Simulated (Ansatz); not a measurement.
# The 3-layer graphene (AB) under a gate, part 3 of 3

How does the 3-layer graphene (AB) take up charge from its gate?

Ansatz 0.2.0; plane-wave DFT, PBE-D3(BJ), Ansatz PAW (the session's first sound run).

So far. Step 7 (Gated layer, added electrons 7×10¹³ per cm²): Against the uncharged case this takes +5.02 V.

### Step 8. Gated layer, added electrons 11×10¹³ per cm²

Contents of input.yaml:

```yaml
crystal:
  lattice:
    - [2.4652039198, 0.0, 0.0]
    - [-1.2326019599, 2.13492922, 0.0]
    - [0.0, 0.0, 43.4825957937]
  atoms:
    - { symbol: C, position: [0.6666666667, 0.3333333333, 0.4220174989] }
    - { symbol: C, position: [0.3333333333, 0.6666666667, 0.4220079244] }
    - { symbol: C, position: [0.0, 0.0, 0.5] }
    - { symbol: C, position: [0.6666666667, 0.3333333333, 0.5] }
    - { symbol: C, position: [0.6666666667, 0.3333333333, 0.5779825011] }
    - { symbol: C, position: [0.3333333333, 0.6666666667, 0.5779920756] }
  periodic: [true, true, false]
  symmetry: { detect: true }
total_charge: -0.057893
kpoints:
  mp_grid: { grid: [114, 114, 1] }
  band_path:
    path: [[0, 0, 0], [0.5, 0, 0], [0.33333333, 0.33333333, 0], [0, 0, 0]]
    npoints: 16
hamiltonian:
  xc: pbe
  dispersion: d3bj
scf:
  occupations: { method: fermi_dirac, width: 0.02585 }
  convergence: { dr2_threshold: 1.0e-10 }
output:
  forces: true
  eigenvalues: true
  write_potential: true
  write_density: true
  volumetric_format: npy
external_charges:
  - { charge: 0, barrier: 10, axis: 3, height: 28.133, sigma: 0.25 }
  - { charge: 0.057893, axis: 3, height: 29.633, sigma: 0.42 }
```

The run is started by

```console
> ansatz run input.yaml --threads 4 --pin off --max-ram 12288MiB --backend cpu --events-out ev --progress --plain --runs-dir out
```

Numbers of over 12 decimals in the logs are rounded to 6 here.

What it wrote:

```text
[...]
Crystal: 6 atoms, lattice volume = 228.850 Å³
Basis set: ecut = 420 eV, 4315 PW (Γ), exchange–correlation on 36×36×600 points (8 copies of the dense FFT grid, shifted against one another)
Bands: 19, of which v1, the nominal top of the filled ones, is band 12 counted from 1 (11 counted from 0)
Symmetry: 6 space group operations
k-points: 1141 of 12996 (time reversal used)
[...]
--- Band table (eV; the first three rows and the last of 1141) ---
  k-point 0: bands = [... 8 lower, -3.7280, -3.7280, -3.5882, -3.5882, 1.8624, 3.0215, 3.9605, 4.5952, ... 3 higher]
  k-point 1: bands = [... 8 lower, -3.7356, -3.7320, -3.5958, -3.5922, 1.8648, 3.0240, 3.9631, 4.5975, ... 3 higher]
  k-point 2: bands = [... 8 lower, -3.7584, -3.7441, -3.6186, -3.6043, 1.8720, 3.0313, 3.9706, 4.6046, ... 3 higher]
  k-point 1140: bands = [... 8 lower, -11.1189, -1.4041, -1.2443, -0.8384, -0.7270, -0.5625, -0.2644, 9.0278, ... 3 higher]
[key lines of the parts left out:]
SCF converged after 11 iterations
Free energy (F): -1506.417667 eV
Fermi energy:    -0.347044 eV
```

The job ended after 3.1 min (4 threads of Intel Xeon 6975P-C (Granite Rapids), shared host; peak memory 4 GiB).

Against the uncharged case this takes +7.61 V.

### Step 9. Gated layer, added electrons -2×10¹³ per cm²

input.yaml: that of step 8 with these lines changed.

```diff
@@ -14,3 +14,3 @@
   symmetry: { detect: true }
-total_charge: -0.057893
+total_charge: 0.010526
 kpoints:
@@ -29,2 +29,3 @@
   eigenvalues: true
+  dos: { projected: true, e_range: [-3, 3], de: 0.01 }
   write_potential: true
@@ -32,4 +33,5 @@
   volumetric_format: npy
+  elf: true
 external_charges:
   - { charge: 0, barrier: 10, axis: 3, height: 28.133, sigma: 0.25 }
-  - { charge: 0.057893, axis: 3, height: 29.633, sigma: 0.42 }
+  - { charge: -0.010526, axis: 3, height: 29.633, sigma: 0.42 }
```

What it wrote:

```text
[...]
Crystal: 6 atoms, lattice volume = 228.850 Å³
Basis set: ecut = 420 eV, 4315 PW (Γ), exchange–correlation on 36×36×600 points (8 copies of the dense FFT grid, shifted against one another)
Bands: 18, of which v1, the nominal top of the filled ones, is band 12 counted from 1 (11 counted from 0)
Symmetry: 6 space group operations
k-points: 1141 of 12996 (time reversal used)
[...]
--- Band table (eV; the first three rows and the last of 1141) ---
  k-point 0: bands = [... 8 lower, -7.9818, -7.9818, -7.8079, -7.8079, -1.4226, -0.4928, -0.1447, 0.3997, ... 2 higher]
  k-point 1: bands = [... 8 lower, -7.9894, -7.9858, -7.8155, -7.8119, -1.4201, -0.4903, -0.1424, 0.4022, ... 2 higher]
  k-point 2: bands = [... 8 lower, -8.0122, -7.9979, -7.8383, -7.8240, -1.4128, -0.4828, -0.1354, 0.4097, ... 2 higher]
  k-point 1140: bands = [... 8 lower, -15.3354, -5.3671, -4.9934, -4.9690, -4.8858, -4.7684, -4.4390, 5.4703, ... 2 higher]
[key lines of the parts left out:]
SCF converged after 11 iterations
Free energy (F): -1506.334886 eV
Fermi energy:    -5.087155 eV
```

Elapsed: 3.1 min, on 4 threads; peak memory 3.9 GiB; 12 min of CPU time.

The density of states has structure finer than the step of the table below, so its rows give means over 0.2 eV, whole bins alone (the curve runs from -3 to 1.99 eV). Peaks (eV: height): -2.17: 1.64, -1.95: 1.73, 1.66: 2.24, 1.89: 1.70.

The density of states by energy, zero at the Fermi level; means over each step:

| energy (eV) | density of states (states/eV a cell) |
| --- | --- |
| -2.8 | 1.28 |
| -2.6 | 1.20 |
| -2.4 | 1.31 |
| -2.2 | 1.37 |
| -2.0 | 1.36 |
| -1.8 | 1.05 |
| -1.6 | 0.811 |
| -1.4 | 0.661 |
| -1.2 | 0.544 |
| -1.0 | 0.446 |
| -0.8 | 0.360 |
| -0.6 | 0.281 |
| -0.4 | 0.208 |
| -0.2 | 0.127 |
| 0.0 | 0.0782 |
| 0.2 | 0.0388 |
| 0.4 | 0.0713 |
| 0.6 | 0.127 |
| 0.8 | 0.222 |
| 1.0 | 0.315 |
| 1.2 | 0.433 |
| 1.4 | 0.608 |
| 1.6 | 1.18 |
| 1.8 | 1.38 |

Against the uncharged case this takes -1.56 V.

### Step 10. Gated layer, added electrons -6×10¹³ per cm²

input.yaml: that of step 9 with these lines changed.

```diff
@@ -14,3 +14,3 @@
   symmetry: { detect: true }
-total_charge: 0.010526
+total_charge: 0.031578
 kpoints:
@@ -36,2 +36,2 @@
   - { charge: 0, barrier: 10, axis: 3, height: 28.133, sigma: 0.25 }
-  - { charge: -0.010526, axis: 3, height: 29.633, sigma: 0.42 }
+  - { charge: -0.031578, axis: 3, height: 29.633, sigma: 0.42 }
```

What it wrote:

```text
[...]
Crystal: 6 atoms, lattice volume = 228.850 Å³
Basis set: ecut = 420 eV, 4315 PW (Γ), exchange–correlation on 36×36×600 points (8 copies of the dense FFT grid, shifted against one another)
Bands: 18, of which v1, the nominal top of the filled ones, is band 12 counted from 1 (11 counted from 0)
Symmetry: 6 space group operations
k-points: 1141 of 12996 (time reversal used)
[...]
--- Band table (eV; the first three rows and the last of 1141) ---
  k-point 0: bands = [... 8 lower, -9.3171, -9.3171, -8.9591, -8.9591, -2.7999, -1.8660, -1.3053, -0.8679, ... 2 higher]
  k-point 1: bands = [... 8 lower, -9.3247, -9.3211, -8.9667, -8.9632, -2.7975, -1.8634, -1.3030, -0.8655, ... 2 higher]
  k-point 2: bands = [... 8 lower, -9.3475, -9.3332, -8.9895, -8.9752, -2.7901, -1.8559, -1.2959, -0.8582, ... 2 higher]
  k-point 1140: bands = [... 8 lower, -16.4803, -6.6976, -6.3754, -6.3006, -6.1665, -5.8911, -5.6604, 4.1413, ... 2 higher]
[key lines of the parts left out:]
SCF converged after 11 iterations
Free energy (F): -1506.186325 eV
Fermi energy:    -6.522546 eV
```

It took 3.3 min on 4 threads; peak memory 3.9 GiB.

Against the uncharged case this takes -4.38 V.

### Step 11. The series together

This step: plane-wave DFT, PBE-D3(BJ), Ansatz PAW; charging by gates (Ansatz 0.2.0).

The potential behind each gate is read from every run and counted from the uncharged case.

Voltage on the gate against the layer's Fermi level, from the uncharged case. Table of gate voltage by added electrons:

| added electrons (10¹³ per cm²) | gate voltage (V) |
| --- | --- |
| -6.00 | -4.38 |
| -2.00 | -1.56 |
| 0.00 | 0 |
| 1.00 | 0.832 |
| 2.00 | 1.58 |
| 4.00 | 2.99 |
| 7.00 | 5.02 |
| 11.00 | 7.61 |

Charge step over voltage step between neighbouring densities. Total capacitance against added electrons:

| added electrons (10¹³ per cm²) | total capacitance (µF/cm²) |
| --- | --- |
| -4.00 | 2.27 |
| -1.00 | 2.05 |
| 0.50 | 1.93 |
| 1.50 | 2.13 |
| 3.00 | 2.27 |
| 5.50 | 2.38 |
| 9.00 | 2.47 |

Work function of the face away from the gate. Table of work function of the far face by added electrons:

| added electrons (1e13 /cm²) | work function of the far face (eV) |
| --- | --- |
| -6.00 | 4.42 |
| -2.00 | 4.37 |
| 0.00 | 4.28 |
| 1.00 | 4.20 |
| 2.00 | 4.17 |
| 4.00 | 4.13 |
| 7.00 | 4.09 |
| 11.00 | 4.06 |

By hand: 10¹³ electrons per cm² are 0.001 e/Å², which by Gauss's law end a field of 0.181 V/Å. At 11×10¹³ electrons per cm² the field towards a gate is 1.990 V/Å, which over the 4.5 Å from the outer atoms would drop 8.96 V; the run needs 7.61 V.

### Step 12. A changed input

This step: plane-wave DFT, PBE-D3(BJ), Ansatz PAW (Ansatz 0.2.0).

A run with a changed input: it repeats the earlier run at 1 × 10¹³ added electrons per cm² with basis.ecutwfc to 22.0 Ry.

input.yaml: that of step 10 with these lines changed.

```diff
@@ -14,3 +14,3 @@
   symmetry: { detect: true }
-total_charge: 0.031578
+total_charge: -0.005263
 kpoints:
@@ -29,3 +29,2 @@
   eigenvalues: true
-  dos: { projected: true, e_range: [-3, 3], de: 0.01 }
   write_potential: true
@@ -33,5 +32,6 @@
   volumetric_format: npy
-  elf: true
 external_charges:
   - { charge: 0, barrier: 10, axis: 3, height: 28.133, sigma: 0.25 }
-  - { charge: -0.031578, axis: 3, height: 29.633, sigma: 0.42 }
+  - { charge: 0.005263, axis: 3, height: 29.633, sigma: 0.42 }
+basis:
+  ecutwfc: "22.0 Ry"
```

What it wrote:

```text
Warning: basis.ecutwfc = 299.325248705868 eV is below the records' recommended 420 eV, and the density's cutoff is lower with it unless basis.ecutrho_ratio is high enough to keep the records' density cutoff: compare with a run at a higher cutoff
[...]
Crystal: 6 atoms, lattice volume = 228.850 Å³
Basis set: ecut = 299.325248705868 eV, 2739 PW (Γ), exchange–correlation on 30×30×500 points (8 copies of the dense FFT grid, shifted against one another)
Bands: 19, of which v1, the nominal top of the filled ones, is band 12 counted from 1 (11 counted from 0)
Symmetry: 6 space group operations
k-points: 1141 of 12996 (time reversal used)
[...]
SCF iter   1: F=—  HF=-1508.720587 eV  |F-HF|=—  |Δ(HF+E_count)|=         —  Δρ=6.12e-2  dr2=7.63e0  ethr=3.10e-3  ⟨swp⟩=17.0  Hψ=237990  notcnv=0
[...]
SCF iter  12: F=-1505.660923 eV  HF=-1505.660923 eV  |F-HF|=6.75e-11  |Δ(HF+E_count)|=  5.36e-10  Δρ=1.90e-7  dr2=8.23e-11  ethr=1.00e-12  ⟨swp⟩=39.3  Hψ=276496  notcnv=0
[...]
SCF 1 converged in 12 iterations: F = -1505.660923 eV  dr2 = 8.23e-11
[...]
SCF converged after 12 iterations
Free energy (F): -1505.660923 eV
[...]
Internal energy: -1505.660807 eV  (E = F + TS)
E sigma→0 (E₀):  -1505.660865 eV
Entropy (-TS):   -0.000116 eV (-0.019 meV/atom)
Fermi energy:    -3.817571 eV
[...]
--- Forces (eV/Å), atoms and charges each counted from 1 ---
  atom   1  C      0.00000000     0.00000000    -0.00294691
  atom   2  C     -0.00000000    -0.00000000    -0.00520944
  atom   3  C      0.00000000     0.00000000     0.00112236
  atom   4  C      0.00000000    -0.00000000    -0.00073763
  atom   5  C      0.00000000     0.00000000    -0.00308482
  atom   6  C      0.00000000    -0.00000000     0.00157147
  external charge   1     0.00000000     0.00000000     0.00973696
  external charge   2     0.00000000     0.00000000    -0.00046351
  max |Σ_I F_I| component, the external charges' with the atoms': 1.15e-5 eV/Å
--- Band table (eV; the first three rows and the last of 1141) ---
  k-point 0: bands = [... 8 lower, -6.9804, -6.9804, -6.9396, -6.9396, -0.3643, 0.3871, 0.5673, 1.3150, ... 3 higher]
  k-point 1: bands = [... 8 lower, -6.9864, -6.9844, -6.9458, -6.9434, -0.3619, 0.3895, 0.5698, 1.3175, ... 3 higher]
  k-point 2: bands = [... 8 lower, -7.0084, -6.9960, -6.9678, -6.9552, -0.3544, 0.3968, 0.5773, 1.3250, ... 3 higher]
  k-point 1140: bands = [... 8 lower, -14.4792, -4.3859, -4.0223, -3.9553, -3.9470, -3.8900, -3.4851, 6.4013, ... 3 higher]
```

Wall time 2.3 min (4 threads); peak memory 2.5 GiB; 9.2 min of CPU time.

| quantity | this run | earlier run | difference |
| --- | --- | --- | --- |
| potential beyond the upper barrier and gate, less the barrier, from the Fermi level (eV) | 3.416 | 3.413 | 0.0037 |

Nothing in the table moves by 0.01 in its unit. The run took 12 SCF cycles against 13.

The change did no harm here.

### Step 13. Varying the input

This step: plane-wave DFT, PBE-D3(BJ), Ansatz PAW, but for the change named below (Ansatz 0.2.0).

Another changed input: it repeats the earlier run at 1 × 10¹³ added electrons per cm² with hamiltonian.xc from pbe to pbesol and magnetization to spin_polarized: true.

input.yaml, the sections that differ from step 12:

```yaml
crystal:
  lattice:
    - [2.4652039198, 0.0, 0.0]
    - [-1.2326019599, 2.13492922, 0.0]
    - [0.0, 0.0, 43.4825957937]
  atoms:
    - { symbol: C, position: [0.6666666667, 0.3333333333, 0.4220174989], spin: 0.2 }
    - { symbol: C, position: [0.3333333333, 0.6666666667, 0.4220079244], spin: 0.2 }
    - { symbol: C, position: [0.0, 0.0, 0.5], spin: 0.2 }
    - { symbol: C, position: [0.6666666667, 0.3333333333, 0.5], spin: 0.2 }
    - { symbol: C, position: [0.6666666667, 0.3333333333, 0.5779825011], spin: 0.2 }
    - { symbol: C, position: [0.3333333333, 0.6666666667, 0.5779920756], spin: 0.2 }
  periodic: [true, true, false]
  symmetry: { detect: true }
hamiltonian:
  xc: pbesol
  dispersion: d3bj
magnetization:
  spin_polarized: true
# total_charge, kpoints, scf, output, external_charges: as in step 12
# basis: removed
```

What it wrote:

```text
[...]
Crystal: 6 atoms, lattice volume = 228.850 Å³
Basis set: ecut = 420 eV, 4315 PW (Γ), exchange–correlation on 36×36×600 points (8 copies of the dense FFT grid, shifted against one another)
Bands: 19, of which v1, the nominal top of the filled ones, is band 12 counted from 1 (11 counted from 0)
Symmetry: 6 space group operations
k-points: 1141 of 12996 (time reversal used)
[...]
Starting moments: Σ|m| = 1.2 μB on 6 of 6 sites
[...]
SCF iter   1: F=—  HF=-1483.608943 eV  |F-HF|=—  |Δ(HF+E_count)|=         —  Δρ=3.51e-2 (↑2.79e-2 ↓3.51e-2)  dr2=7.55e0  dr2_m=1.22e-1  M=0.007 μB ∫|m|=0.030 μB  β_m=0.30  ethr=3.10e-3  ⟨swp⟩=17.8  Hψ=493287  notcnv=0
[...]
spin=Collinear: LDOS preconditioning applied to the charge; magnetization (m = ρ↑ − ρ↓) channel mixes plain (no charge-response kernel on spin).
SCF iter   2: F=—  HF=-1481.529392 eV  |F-HF|=—  |Δ(HF+E_count)|=    2.08e0  Δρ=2.17e-2 (↑1.70e-2 ↓2.17e-2)  dr2=2.51e0  dr2_m=6.07e-2  M=0.005 μB ∫|m|=0.021 μB  β_m=0.30  ethr=3.10e-3  ⟨swp⟩=3.7  Hψ=119394  notcnv=0  defer=3942
[...]
SCF iter   6: F=—  HF=-1480.662621 eV  |F-HF|=—  |Δ(HF+E_count)|=   2.94e-3  Δρ=1.33e-3 (↑1.33e-3 ↓1.30e-3)  dr2=1.74e-5  dr2_m=3.61e-3  M=0.001 μB ∫|m|=0.006 μB  β_m=0.30  ethr=5.84e-7  ⟨swp⟩=3.5  Hψ=98946  notcnv=0  defer=3890
[...]
spin-set hold released at iteration 6 (site moments contracting): the magnetisation degrees of freedom join the quasi-Newton model from the next iteration; the mixer history was flushed
SCF iter   7: F=—  HF=-1480.664056 eV  |F-HF|=—  |Δ(HF+E_count)|=   1.43e-3  Δρ=9.37e-4 (↑9.37e-4 ↓9.19e-4)  dr2=7.44e-6  dr2_m=1.80e-3  M=0.001 μB ∫|m|=0.005 μB  β_m=0.65  ethr=7.25e-8  ⟨swp⟩=3.3  Hψ=80651  notcnv=0  defer=3880
[...]
SCF iter  15: F=-1480.665406 eV  HF=-1480.665406 eV  |F-HF|=7.96e-11  |Δ(HF+E_count)|=  2.82e-11  Δρ=4.48e-8 (↑4.29e-8 ↓4.48e-8)  dr2=9.03e-12  dr2_m=1.85e-12  M=0.000 μB ∫|m|=0.000 μB  ethr=1.00e-12  ⟨swp⟩=11.9  Hψ=296145  notcnv=0
SCF 1 converged in 15 iterations: F = -1480.665406 eV  dr2 = 9.03e-12
[...]
WARN: the starting moments were not kept: the SCF closed with an absolute magnetisation of 2.4e-6 μB, where they sum to 1.2 μB in size (6 sites). That is at most 0.1 of that sum. Measured as dr2_m measures the in/out step, that magnetisation stands 1.0e-12 eV from none, at or under the dr2_threshold of 1.0e-10 eV: it is no larger than a step whose dr2_m would equal this threshold. The system may hold no moment; this  [...]
[...]
SCF converged after 15 iterations
Magnetization: 0.0000 μB (12.0026 up, 12.0026 down)
Absolute magnetization: 0.0000 μB (∫|ρ↑−ρ↓|, with the PAW one-centre terms)
[...]
Per-site moments (μB) at R_I (Å): [(-2.590155143388542e-7, 0.587106), (1.965678074738645e-7, 0.587106), (2.705803489537875e-7, 0.587106), (-3.3645497052291373e-7, 0.587106), (-8.00323112923598e-8, 0.587106), (1.605514261073603e-8, 0.587106)]
Free energy (F): -1480.665406 eV
[...]
Internal energy: -1480.665288 eV  (E = F + TS)
E sigma→0 (E₀):  -1480.665347 eV
Entropy (-TS):   -0.000118 eV (-0.020 meV/atom)
Fermi energy:    -3.889144 eV
[...]
--- Forces (eV/Å), atoms and charges each counted from 1 ---
  atom   1  C      0.00000000     0.00000000     0.00880707
  atom   2  C      0.00000000    -0.00000000     0.01132752
  atom   3  C      0.00000000     0.00000000     0.00118089
  atom   4  C      0.00000000    -0.00000000    -0.00076650
  atom   5  C      0.00000000     0.00000000    -0.01464321
  atom   6  C      0.00000000    -0.00000000    -0.01464902
  external charge   1     0.00000000     0.00000000     0.00921941
  external charge   2     0.00000000     0.00000000    -0.00047573
  max |Σ_I F_I| component, the external charges' with the atoms': 4.32e-7 eV/Å
--- Band table (eV; the first three rows and the last of 2282) ---
  k-point 0 ↑: bands = [... 8 lower, -6.9807, -6.9807, -6.9517, -6.9517, -0.3215, 0.3667, 0.6776, 1.4089, ... 3 higher]
  k-point 1 ↑: bands = [... 8 lower, -6.9883, -6.9848, -6.9593, -6.9558, -0.3191, 0.3690, 0.6801, 1.4113, ... 3 higher]
  k-point 2 ↑: bands = [... 8 lower, -7.0112, -6.9970, -6.9820, -6.9679, -0.3118, 0.3761, 0.6877, 1.4187, ... 3 higher]
  k-point 1140 ↓: bands = [... 8 lower, -14.5611, -4.4656, -4.0938, -4.0310, -4.0135, -3.9643, -3.5413, 6.1558, ... 3 higher]
```

It took 7.4 min on 4 threads; peak memory 7.2 GiB; 29 min of CPU time.

Numbers from this step:

```
energy at zero smearing                                                             : -1480.6653 eV
potential beyond the upper barrier and gate, less the barrier, from the Fermi level : 3.496 eV
```

Deep bands are left out, so band numbers here count from the lowest band kept and differ from the log's. The electronic bands at the labelled points (eV, zero at the Fermi level; # counts the bands kept):

| point | up #8 | up #9 | up #10 | up #11 | down #8 | down #9 | down #10 | down #11 |
| --- | --- | --- | --- | --- | --- | --- | --- | --- |
| Γ | -3.06 | -3.06 | 3.57 | 4.26 | -3.06 | -3.06 | 3.57 | 4.26 |
| halfway | -5.12 | -5.09 | 5.52 | 6.14 | -5.12 | -5.09 | 5.52 | 6.14 |
| M | -2.50 | -2.27 | 1.33 | 1.51 | -2.50 | -2.27 | 1.33 | 1.51 |
| halfway | -1.90 | -1.68 | 1.22 | 1.31 | -1.90 | -1.68 | 1.22 | 1.31 |
| K | -0.20 | -0.14 | -0.12 | -0.08 | -0.20 | -0.14 | -0.12 | -0.08 |
| halfway | -5.50 | -4.84 | 6.08 | 6.18 | -5.50 | -4.84 | 6.08 | 6.18 |
| Γ | -3.06 | -3.06 | 3.57 | 4.26 | -3.06 | -3.06 | 3.57 | 4.26 |

| quantity | this run | earlier run | difference |
| --- | --- | --- | --- |
| potential beyond the upper barrier and gate, less the barrier, from the Fermi level (eV) | 3.496 | 3.413 | 0.083 |

It moves by +0.0833 eV.

Of the bands kept, 4 cross the Fermi level on this path, both spins counted.

### Step 14. Results

- gap with uncharged gates: none
- gate voltage at 6×10¹³ holes per cm²: -4.38 V
- gate voltage at 11×10¹³ electrons per cm²: +7.61 V
- total capacitance near 9×10¹³ electrons per cm²: 2.47 µF/cm²

**Reading.** Putting 11×10¹³ electrons per cm² on the layer takes +7.61 V on the gate; how far the Fermi level moves against the bands is taken for single layers without spin and with an even electron count alone. Plates 4.5 Å apart would give 1.97 µF/cm² in vacuum; the computed total runs from 1.9 to 2.47 µF/cm². A value over that of the plates means that the screening charge has its centre outside the outer atoms; a low density of states works the other way. Few carriers sample few k-points, so the slopes at the lowest densities depend on the mesh and on the temperature. The gates are charged sheets behind model barriers, not atoms.

[Logs are printed without paths, hosts, clocks, repeated set-up lines and the standing remarks that a program may print on its own settings, such as how far it seeks lower states.]

[Hosts, paths, dates, database ids (printed as entryN), source tags and the programs' standing remarks are cut or masked in the printed files.]

[Maps of the electrostatic potential energy from Ansatz leave out the sawtooth potential of an applied field or a dipole correction, so their vacuum need not be flat; planar profiles and work functions include it.]

[The density of states shown here was stored with 400 of the rows of the run's finer table, so its peaks can read low, often by over a quarter, or be missed, and its means over a window can be off by a tenth or more.]
